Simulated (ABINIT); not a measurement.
**BP: equation of state with revPBE+D3(BJ)**

**The experiment to reproduce.**

“Equation of state of single-crystal cubic boron phosphide”, 2014, arxiv:1407.1677 reports, for a bulk crystal of BP at 300 K: bulk modulus 179 ± 1 GPa.

Crystal: BP.

```
P B
1.0
     0.00000    2.26900    2.26900
     2.26900    0.00000    2.26900
     2.26900    2.26900    0.00000
P B
1 1
Cartesian
  3.4035 3.4035 3.4035
  0.0000 0.0000 0.0000
```

| Quantity | Value |
| --- | --- |
| Program | ABINIT 10.8.3 (patched build) |
| Task | equation of state |
| Functional | revPBE |
| Dispersion | D3(BJ) |
| Potentials or basis | JTH PAW PBE v2.0 |
| Cutoff | 544 eV |
| k mesh | 10 × 10 × 10 |
| Occupations | fermi-dirac, width 0.05 eV |
| Spin | no spin polarisation |

```
Equilibrium volume                      : 11.27 Å³/atom
Bulk modulus                            : 176 GPa
Pressure derivative of the bulk modulus : 3.8
```

Energy against volume, from the lowest point:
| volume (Å³/atom) | energy (meV/atom) |
| --- | --- |
| 10.981 | 4.05 |
| 11.214 | 0.00 |
| 11.448 | 1.41 |
| 11.682 | 7.72 |
| 11.915 | 18.50 |
| 12.149 | 33.34 |
| 12.383 | 51.83 |

Wall time 51 s on 1 thread of Arm Neoverse V1, on a shared host, peak memory 0.12 GiB.

Against the measured bulk modulus of BP, 179 GPa (300 K; “Equation of state of single-crystal cubic boron phosphide”, 2014, arxiv:1407.1677), the calculated 176 GPa is off by -1.8 %. 3 values of this kind are on record (173 to 179 GPa); this one was drawn at random among those near their median, those with a stated uncertainty first. The fit is for a static lattice scaled at fixed shape and fixed fractional positions.

Caveat: pressures at fixed basis lie under the slope of the energies; the PAW data sets were made with another functional, which shifts forces and pressure a little.
